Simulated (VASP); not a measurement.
Er, 1 atom in the cell. It takes space group Im-3m (No. 229, cubic). The conventional cell has a = 3.956 Å, b = 3.956 Å, c = 3.956 Å, α = 90.00°, β = 90.00°, γ = 90.00°. Around Er (site symmetry m-3m) lie 8 Er at 3.43 Å. This isn't the form of Er at room conditions, which is hcp.

* Program: VASP 6.6.1
* Task: single point
* Functional: PBE
* Potentials or basis: VASP PAW PBE potentials, release 64 (Er)
* Cutoff: 500 eV
* k mesh: 9 × 9 × 9
* Occupations: gaussian, width 0.05 eV
* Spin: collinear spin, ferromagnetic start
* Starting moments: [3.0] μB
* Further INCAR settings: ALGO = Normal; EDIFF = 1e-06

Potentials or basis: VASP PAW PBE potentials, release 64 (Er).

Command:

```bash
$ cat potpaw_PBE.64/Er/POTCAR > POTCAR
$ mpirun -np 1 vasp_std > vasp.out
```

Hardware: 1 thread of AMD EPYC 9R45 (Zen 5) (shared host).

Problem. How long does it take, and how much memory?

Solution. Wall time 59 s on 1 thread of AMD EPYC 9R45 (Zen 5), with other jobs on the host, peak memory 0.17 GiB. Counts: scf iterations 24, k points 35.
